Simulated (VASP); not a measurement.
VASP input:

File KPOINTS:
```
Automatic mesh
0
Gamma
8 8 8
0 0 0
```

INCAR:
```
# general
SYSTEM =NaBr
PREC   =Accurate
ENCUT  =480
LREAL  =F
LASPH  =T

# electronic loop
EDIFF  =1E-7
NELM   =100
ALGO   =Normal
LMAXMIX=4

# smearing
ISMEAR =0
SIGMA  =0.05

# functional
GGA    =PE

# ions
ISIF   =2

# output
LWAVE  =F
LCHARG =F
```

File POSCAR:
```
NaBr
1.0
  0.0000000000   3.0090669175   3.0090669175
  3.0090669175   0.0000000000   3.0090669175
  3.0090669175   3.0090669175   0.0000000000
Na Br
1 1
Cart
  0.0000000000   0.0000000000   0.0000000000
  3.0090669175   3.0090669175   3.0090669175
```

POTCAR, in this order: Na_pv Br (PBE.64 set). Program: vasp_std.

Write an equivalent input for Ansatz.

One equivalent input (not run):
Ansatz 0.2 input:
```yaml
crystal:
  lattice:
    - [0.0000000, 3.0090669, 3.0090669]
    - [3.0090669, 0.0000000, 3.0090669]
    - [3.0090669, 3.0090669, 0.0000000]
  atoms:
    - { symbol: Na, position: [0.0000000, 0.0000000, 0.0000000] }
    - { symbol: Br, position: [0.5000000, 0.5000000, 0.5000000] }
kpoints:
  mp_grid: { grid: [8, 8, 8] }
hamiltonian:
  xc: pbe
  pseudopotentials: { kind: paw }
scf:
  occupations: { method: gaussian, width: 0.05 }
  max_iter: 100
output: { forces: true, stress: true, eigenvalues: true }
```
Limits of the translation: each code has its own PAW files, so the cut-off isn't converted (ENCUT is set for VASP's; basis.ecutwfc is left out, and Ansatz then takes the one that its files recommend); Ansatz stops its SCF on the density residual and VASP on the energy change (EDIFF).

The compound is NaBr in the rock salt structure. It was relaxed first.
